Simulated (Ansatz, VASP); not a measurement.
## Two plane-wave programs on C

```
CELL_PARAMETERS angstrom
2.45587 0.00000 0.00000
-1.22793 2.12685 0.00000
0.00000 0.00000 7.05291
ATOMIC_POSITIONS crystal
C 0.00000 0.00000 0.25000
C 0.33333 0.66667 0.25000
C 0.00000 0.00000 0.75000
C 0.66667 0.33333 0.75000
```

Alike in both runs: functional r2SCAN; k mesh 24 × 24 × 8; occupations gaussian, width 0.05 eV; no spin polarisation.

Ansatz relaxed the structure, and its values are those at the end. VASP's run is a single point on that final structure, the one shown.

|  | VASP | Ansatz |
| --- | --- | --- |
| version | VASP 6.6.1 | Ansatz 0.2.0 |
| potentials or method | VASP PAW PBE potentials, release 64 (C) | scalar-relativistic, plane waves, PAW |
| plane-wave cutoff (eV) | 520 | 500 |
| valence electrons in the cell | 16 | 16 |

```tsv
	VASP	Ansatz	Ansatz less VASP
gap on the k mesh at the Fermi level (eV)	none	none	-
pressure (GPa)	0.6	0.0	-0.65
```

A gap of «none» marks a metal or a gap that the smearing closes.

Caveats: the PAW data sets were made with another functional, which shifts forces and pressure a little (VASP).
